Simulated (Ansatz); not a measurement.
All numbers below come from Ansatz 0.2.0, DFT PBE, scalar-relativistic, plane waves, PAW. All cells share a 420 eV cutoff and Γ-centred k meshes spaced at most about 0.3 Å⁻¹ (about 0.25 or finer for metals, 2π included). No spin polarisation.

Temperature and zero-point effects are left out.

Compare these two cells of HPb4, each relaxed at this level.

1.

Space group P-3m1 (No. 164). a = 3.585 Å, b = 3.585 Å, c = 11.781 Å, α = 90.00°, β = 90.00°, γ = 120.00°
```csv
atom,site,symmetry,x,y,z
H,1a,-3m.,0.0000,0.0000,0.0000
Pb,2d,3m.,0.3333,0.6667,0.8712
Pb,2d,3m.,0.3333,0.6667,0.3788
```

2.

Space group P6/mmm (No. 191). a = 5.373 Å, b = 5.373 Å, c = 6.458 Å, α = 90.00°, β = 90.00°, γ = 120.00°
```tsv
atom	site	symmetry	x	y	z
H	1b	6/mmm	0.0000	0.0000	0.5000
Pb	4h	3m.	0.3333	0.6667	0.7439
```

Question: Which form is favoured at zero pressure, and by what margin per atom?

Answer: Cell 1 is lower, by 0.36 eV/atom. Cell 1 has space group P-3m1 (No. 164), 26.2 Å³/atom and no gap on its mesh; cell 2 has space group P6/mmm (No. 191), 32.3 Å³/atom and no gap. Counting Pb atoms around H (those within 1.25 times the shortest such distance or 1.15 times the sum of covalent radii, 1.27 where that leaves under three; the shortest distance is added where it exceeds 1.18 times the sum of covalent radii), cell 1 has H 6 from 2.6 Å and cell 2 has H 12 from 3.5 Å. The denser one is the lower, and pressure would at first widen the difference. Even the lower one lies +0.21 eV/atom against the reference forms of the elements (uncorrected), so neither is stable at this level. Both come from invented guesses. The lowest form computed isn't among them: it has space group Pm-3m (No. 221), 26.4 Å³/atom and lies 33 meV/atom below the best shown.

These runs have no spin–orbit coupling, which can matter for Pb. H stands nearly free of neighbours here, and without spin polarisation the energy of such atoms comes out too high. With hydrogen, zero-point motion can shift such differences by 10 meV/atom or more. Cells relaxed within their symmetry can be saddle points. Some candidate types were left out of the draw beforehand, so a known form may be missing.
